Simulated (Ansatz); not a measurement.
# A strain series on LiH (Fm-3m): biaxial in x and y, z held

A 2-atom cell of LiH started from a crystallographic database with hydrogen sites as listed, relaxed with r2SCAN+rVV10 in Ansatz, then strained (biaxial in x and y, z held; changes of length per length, axes as in the cell below) with the atoms relaxed again within the symmetry that is left. It is cubic, Fm-3m (No. 225); conventional cell a = 3.997 Å, 7.98 Å³ an atom. Li is surrounded by 6 H at 2.00 Å; H is surrounded by 6 Li at 2.00 Å. Spin-unpolarised throughout; all numbers are computed.

```xyz
2
Lattice="0.0000 1.9985 1.9985 1.9985 0.0000 1.9985 1.9985 1.9985 0.0000" Properties=species:S:1:pos:R:3 pbc="T T T"
Li    0.0000    0.0000    0.0000
H     1.9985    1.9985    1.9985
```

Gaps are the least over each mesh (PBE 10×10×10, r2SCAN 10×10×10, HSE06 8×8×8 when unstrained) and the special points, which keep their unstrained names.

```csv
strain (%),"gap, PBE (eV)","gap, r2SCAN (eV)","gap, HSE06 (eV)","edges, HSE06"
-5.75,2.160,2.798,3.127,X → X
-5.62,2.180,2.818,3.148,X → X
0.0,2.979,3.626,3.966,X
+5.19,2.600,3.222,3.541,X → X
+5.42,2.586,3.206,3.524,X → X
```

Task: Estimate the row for a strain of -3.57 %.

Result:
```csv
strain (%),"gap, PBE (eV)","gap, r2SCAN (eV)","gap, HSE06 (eV)","edges, HSE06"
-3.57,2.487,3.128,3.461,X → X
```

With HSE06 the edges change from X → X (indirect) to X (direct) between -3.57 and 0.0 %. With HSE06 the edges change from X (direct) to X → X (indirect) between 0.0 and +5.19 %. With r2SCAN the edges change from X → X (indirect) to X (direct) between -3.57 and 0.0 %. With r2SCAN the edges change from X (direct) to X → X (indirect) between 0.0 and +5.19 %. With PBE the edges change from X → X (indirect) to X (direct) between -3.57 and 0.0 %. With PBE the edges change from X (direct) to X → X (indirect) between 0.0 and +5.19 %.

The meshes of the hybrids are coarse, so their gaps aren't converged to the digits shown.
